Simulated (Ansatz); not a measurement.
# MoS2 (R3m): gap, valleys and masses

```
Mo S
1.0
     1.56314    0.90248    5.99059
    -1.56314    0.90248    5.99059
     0.00000   -1.80496    5.99059
Mo S
1 2
Direct
  0.00008 0.00008 0.00008
  0.24710 0.24710 0.24710
  0.41981 0.41981 0.41981
```

Unless marked otherwise, the numbers come from LDA, all-electron LAPW in Ansatz 0.2.0, scalar-relativistic. k mesh 8×8×8, fixed occupations, basis error target 1 meV/atom. The cell was relaxed by PAW under this functional, which moved its volume by -5 % from the database entry's.

Extrema are searched on a 12×12×12 mesh and refined by Newton steps; masses come from band slopes 0.005 Å⁻¹ away, 1/m* = (1/ħ²) d²E/dk², negative for holes (the finite step makes the lightest masses up to about 3 % heavy). k is in units of the reciprocal vectors.

Task: Where are the band edges, and is the gap direct?

Result: The valence maximum lies at T (-0.500, -0.500, -0.500) and the conduction minimum at (0.000, 0.184, -0.184), so the Kohn-Sham gap of 0.707 eV is indirect; the least direct gap on the mesh is 1.832 eV. A further conduction extremum at (0.164, -0.500, -0.164) lies 0.278 eV from the edge (6 equivalent points).

Task: What are the electron masses at the edge?

Result: The principal masses are 0.458, 0.581, 0.729 mₑ. One valley has a density-of-states mass (m₁m₂m₃)^(1/3) = 0.579; 6 valleys give N^(2/3) times that, 1.91; the direction-averaged conductivity mass 3/Σ(1/mᵢ) is 0.569 mₑ.

Task: What are the hole masses at the edge?

Result: The principal masses are 0.616, 0.616, 0.928 mₑ. One valley has a density-of-states mass (m₁m₂m₃)^(1/3) = 0.706; the direction-averaged conductivity mass 3/Σ(1/mᵢ) is 0.694 mₑ.

Task: Along the Cartesian direction x the conduction slope is 0.05576 eV·Å one step out. What is it four steps out, and what does that say?

Result: 0.2225 eV·Å, 3.990 times the first; a parabola would give 4, so the band is nearly parabolic here.

Task: What electronic dielectric constant and refractive index follow from the same bands (independent particles)?

Result: ε∞ = (16.72, 16.72, 10.94), so n ≈ √ε∞ = 3.85 (mean over directions) well under the gap and the normal reflectivity is ((n − 1)/(n + 1))² = 0.345. With the conductivity mass, a hydrogenic donor screened by ε∞ alone would bind by 13.6 eV × m*/ε∞² = 35 meV; static screening by the ions makes it shallower. Local fields, left out here, lower ε∞ by several per cent.

Task: What gap does PAW give in the same cell?

Result: 0.703 eV, -4 meV from the LAPW value.

Task: Cells strained by ±0.5 % (all lengths, zz alone, equal engineering shears γ in yz, zx, xy; ions relaxed) give deformation potentials. How do the edge levels move, in eV per unit strain against the centre of the top valence set?

Result: 

| point | k | side | bands | level (eV) | d/dlnV | d/dε_zz | d/dγ | split/ε_zz | split/γ |
| --- | --- | --- | --- | --- | --- | --- | --- | --- | --- |
| Gamma | 0.00 0.00 0.00 | valence | 1 | -1.129 | -1.30 | -4.86 | 0.00* | – | – |
| Gamma | 0.00 0.00 0.00 | conduction | 2 | 1.993 | -2.35 | 6.79 | 0.00* | 0.00 | 4.45 |
| general | 0.00 -0.18 0.18 | valence | 1 | -1.611 | -0.70 | 4.86 | -2.14 | – | – |
| general | 0.00 -0.18 0.18 | conduction | 1 | 0.707 | 1.95 | 5.79 | -0.35 | – | – |
| general | -0.18 0.00 0.18 | valence | 1 | -1.611 | -0.70 | 4.86 | 2.14 | – | – |
| general | -0.18 0.00 0.18 | conduction | 1 | 0.707 | 1.95 | 5.79 | 0.36 | – | – |
| general | -0.18 0.18 0.00 | valence | 1 | -1.611 | -0.70 | 4.86 | -0.01 | – | – |
| general | -0.18 0.18 0.00 | conduction | 1 | 0.707 | 1.95 | 5.79 | 0.00 | – | – |
| general | -0.16 0.50 0.16 | valence | 1 | -0.849 | -0.79 | 5.31 | -0.24 | – | – |
| general | -0.16 0.50 0.16 | conduction | 1 | 0.985 | -4.69 | 5.68 | 0.02 | – | – |
| general | -0.16 0.16 0.50 | valence | 1 | -0.849 | -0.79 | 5.31 | 0.48 | – | – |
| T | 0.50 0.50 0.50 | valence | 1 | 0.000 | 0.00 | 0.00 | 0.00 | – | – |
| L | 0.00 0.00 0.50 | conduction | 1 | 1.630 | -4.49 | 5.13 | -0.02 | – | – |
| L | 0.00 0.50 0.00 | conduction | 1 | 1.630 | -4.49 | 5.13 | 0.45 | – | – |
| L | 0.50 0.00 0.00 | conduction | 1 | 1.630 | -4.49 | 5.13 | -0.44 | – | – |
| F | 0.50 0.00 0.50 | valence | 1 | -1.409 | 0.06 | 5.36 | 1.24 | – | – |
| F | 0.50 0.00 0.50 | conduction | 1 | 1.568 | -4.30 | 5.82 | 0.70 | – | – |
| F | 0.50 0.50 0.00 | valence | 1 | -1.409 | 0.06 | 5.36 | -2.89 | – | – |
| F | 0.50 0.50 0.00 | conduction | 1 | 1.568 | -4.30 | 5.82 | 0.00 | – | – |
| F | 0.00 0.50 0.50 | valence | 1 | -1.409 | 0.06 | 5.36 | 1.66 | – | – |
| F | 0.00 0.50 0.50 | conduction | 1 | 1.568 | -4.30 | 5.82 | -0.71 | – | – |

Sets with another level within 0.15 eV are left out, since it mixes in under strain; the reference set stays in any case. Entries marked * vanish by symmetry to first order; what they show is the residue of the finite step. These cells use a basis error target of 0.5 meV/atom.

Known limits: no spin-orbit coupling on heavy atoms; semilocal gaps are low, and what follows the gap (onsets, screening, light masses) shifts with it; no dispersion correction, so the spacing and stiffness between layers or molecules are poor; the frozen-core PAW files of the compared runs were fitted under PBE, their cores solved anew for this functional.
